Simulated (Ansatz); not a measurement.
## Energy landscape near a TePb structure

The calculation used DFT PBE, scalar-relativistic, plane waves, PAW (Ansatz).

Cutoff 420 eV; k points 8×8×8 on the computed 2-atom cell (Γ-centred); Gaussian smearing, width 0.02 eV; no spin polarisation.

Reference cell:

```xyz
2
Lattice="0.0000 3.2270 3.2270 3.2270 0.0000 3.2270 3.2270 3.2270 0.0000" Properties=species:S:1:pos:R:3 pbc="T T T"
Te    3.2270    3.2270    3.2270
Pb    0.0000    0.0000    0.0000
```

Each variant moves atoms of this cell by the vectors given, if any (Å), and then applies a symmetric strain (tensor components, Cartesian axes). The reference cell isn't relaxed at this level. Energies are per atom at zero smearing, counted from the lowest variant. Pressure is positive in compression.

1. strain (xx yy zz yz xz xy, %) -3.11 -3.11 -3.11 0.00 0.00 0.00
2. no strain; moves: Te1 (0.000, 0.045, 0.000)
3. strain (xx yy zz yz xz xy, %) -1.75 -1.75 -1.75 0.00 0.00 0.00
4. strain (xx yy zz yz xz xy, %) 0.50 -4.64 -0.78 2.64 1.73 1.56; moves: Te1 (0.012, 0.047, 0.036); Pb2 (-0.012, -0.047, -0.036)
5. strain (xx yy zz yz xz xy, %) -4.12 -4.12 -3.15 -0.41 -0.41 2.00; moves: Te1 (0.106, -0.106, 0.000); Pb2 (-0.106, 0.106, 0.000)
6. strain (xx yy zz yz xz xy, %) -2.38 -3.89 -2.38 0.00 0.00 0.00; moves: Te1 (0.000, 0.060, 0.000); Pb2 (0.000, -0.060, 0.000)

```json
{"variant": "1", "ΔE (meV/atom)": "92.9", "P (GPa)": "7.97", "largest force (eV/Å)": "0.00", "gap on mesh (eV)": "0.49", "space group": "Fm-3m"}
{"variant": "2", "ΔE (meV/atom)": "0.0", "P (GPa)": "2.34", "largest force (eV/Å)": "0.03", "gap on mesh (eV)": "0.73", "space group": "I4mm"}
{"variant": "3", "ΔE (meV/atom)": "39.8", "P (GPa)": "5.22", "largest force (eV/Å)": "0.00", "gap on mesh (eV)": "0.60", "space group": "Fm-3m"}
{"variant": "4", "ΔE (meV/atom)": "75.7", "P (GPa)": "5.70", "largest force (eV/Å)": "0.24", "gap on mesh (eV)": "0.06", "space group": "P1"}
{"variant": "5", "ΔE (meV/atom)": "188.1", "P (GPa)": "10.92", "largest force (eV/Å)": "0.90", "gap on mesh (eV)": "0.23", "space group": "C2"}
{"variant": "6", "ΔE (meV/atom)": "93.2", "P (GPa)": "7.75", "largest force (eV/Å)": "0.28", "gap on mesh (eV)": "0.59", "space group": "I4mm"}
```

Spin-orbit coupling is left out, which matters for the bands of heavy elements.